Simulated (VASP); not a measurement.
Wanted: the native input for a VASP 6.6.1 run.

| Item | Value |
| --- | --- |
| Task | relaxation of the atoms |
| Functional | PBE |
| Potentials or basis | VASP PAW PBE potentials, release 64 (Pd, In_d) |
| Cutoff | 520 eV |
| k mesh | 9 × 9 × 1 |
| Occupations | methfessel-paxton, width 0.1 eV |
| Spin | no spin polarisation |
| Dipole correction | yes |
| Further INCAR settings | ALGO = Normal; EDIFF = 1e-06; IBRION = 2; EDIFFG = -0.02; NSW = 80 |

The structure of InPd lies in POSCAR:

```
InPd
1.0
    4.6745457500      0.0000000000      0.0000000000
   -2.3372728800      4.0482753700      0.0000000000
    0.0000000000      0.0000000000     19.7709382800
Pd In
3 3
Direct
    0.3333333300      0.6666666700      0.3793446700
    0.0000000000      0.0000000000      0.4758689300
    0.6666666700      0.3333333300      0.5723932000
    0.6666666700      0.3333333300      0.4276068000
    0.3333333300      0.6666666700      0.5241310700
    0.0000000000      0.0000000000      0.6206553300
```

The input as run:

INCAR

```
SYSTEM = InPd
ALGO = Normal
DIPOL = 0.5 0.5 0.500
EDIFF = 1E-6
EDIFFG = -0.02
ENCUT = 520
GGA = PE
IBRION = 2
IDIPOL = 3
ISIF = 2
ISMEAR = 1
KPAR = 2
LASPH = .True.
LCHARG = .False.
LDIPOL = .True.
LREAL = .False.
LWAVE = .False.
NELM = 80
NSW = 80
PREC = Accurate
SIGMA = 0.1
```

KPOINTS

```
k-points
0
Gamma
  9 9 1
  0 0 0
```

Potentials or basis: VASP PAW PBE potentials, release 64 (Pd, In_d).

The run is started by

```bash
$ cat potpaw_PBE.64/Pd/POTCAR potpaw_PBE.64/In_d/POTCAR > POTCAR
$ mpirun -np 2 vasp_std > vasp.out
```

It gave:

- Energy gained by relaxing: 66.7 meV/atom
- Ionic steps: 20
- Largest force after relaxing: 0.007 eV/Å
- Band gap on the k mesh: none (metal or under the smearing width)

Run time: 19 min on 2 MPI ranks on Intel(R) Xeon(R) Platinum 8488C (Sapphire Rapids), on a shared host, peak memory 0.57 GiB a rank.
